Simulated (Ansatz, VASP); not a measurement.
## One calculation of HfH4 (Hf(H)4), two programs

```
Hf H
1.0
    12.03000    0.00000    0.00000
     0.00000   12.03000    0.00000
     0.00000    0.00000   11.14000
Hf H
1 4
Direct
  0.49994 0.49994 0.49994
  0.62582 0.49994 0.59592
  0.49994 0.62582 0.40395
  0.37406 0.49994 0.59592
  0.49994 0.37406 0.40395
```

Alike in both runs: task single point; functional PBE; k mesh 1 × 1 × 1; occupations gaussian, width 0.01 eV; no spin polarisation.

|  | VASP | Ansatz |
| --- | --- | --- |
| version | VASP 6.6.1 | Ansatz 0.2.0 |
| potentials or method | VASP PAW PBE potentials, release 64 (Hf_pv, H) | scalar-relativistic, plane waves, PAW |
| plane-wave cutoff (eV) | 520 | 420 |
| valence electrons in the cell | 14 | 30 |

VASP gave:

- gap on the k mesh at the Fermi level (eV): 3.99
- rms of the force components (eV/Å): 0.111

Problem. Which values does Ansatz return?

Solution. gap on the k mesh at the Fermi level (eV): 4.00; rms of the force components (eV/Å): 0.101.

Atom by atom the forces differ by 0.010 eV/Å (rms over components). The two sets of potentials don't hold the same shells in valence. Ansatz warned: «structure_snapped_to_symmetry».

Caveats: spin-orbit coupling is left out, which moves the levels of the heavy elements.
